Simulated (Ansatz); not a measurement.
## Pressure coefficients of InSe

```yaml
crystal:
  lattice:
    - [5.86790, -2.05500, 0.00000]
    - [5.86790, 2.05500, 0.00000]
    - [-1.59942, 0.00000, 4.32366]
  atoms:
    - { symbol: In, position: [0.88400, 0.88400, 0.00500] }
    - { symbol: In, position: [0.11600, 0.11600, 0.99500] }
    - { symbol: Se, position: [0.66000, 0.66000, 0.64200] }
    - { symbol: Se, position: [0.34000, 0.34000, 0.35800] }
```

The cell is COD entry 1540841, as deposited and not checked against the literature; nothing was relaxed.

No spin–orbit coupling, which matters for the heavy atoms here.

The calculation used DFT, PBEsol, all-electron LAPW, scalar-relativistic (Ansatz 0.2.0).

Numerical set-up: a Γ-centred 7×7×6 k mesh, Fermi–Dirac smearing of 0.02 eV, basis error target 0.5 meV/atom, no spin polarisation.

The cell is scaled evenly with fractional coordinates held. Semilocal gaps are too small, but their slopes carry over better.

```csv
V/V(cell),P (GPa),gap on the k mesh (eV)
0.9400,4.05,1.030
0.9600,2.49,0.983
0.9800,1.10,0.937
0.9900,0.46,0.914
1.0000,-0.14,0.892
1.0100,-0.71,0.870
1.0200,-1.25,0.848
1.0400,-2.23,0.806
```

(1) From the rows at 0.9900 and 1.0100, what is the bulk modulus at the cell's volume?

(2) What are the gap's volume deformation potential and pressure coefficient?

(3) Predict the row at V/V(cell) = 1.0600. How far is a linear estimate of P off?

## Answers

(1) B = −ΔP/Δln V = −[(-0.71) − (0.46)]/0.02000 = 58.5 GPa.

(2) dEg/dln V = (0.870 − 0.914)/0.02000 = -2.20 eV, and dEg/dP = −(dEg/dln V)/B = 38 meV/GPa: pressure widens the gap.

(3) P = -3.10 GPa, gap 0.765 eV. The linear estimate P(cell) − B ln(V/V(cell)) = -3.55 GPa misses by 0.45 GPa, since the modulus falls on expansion.
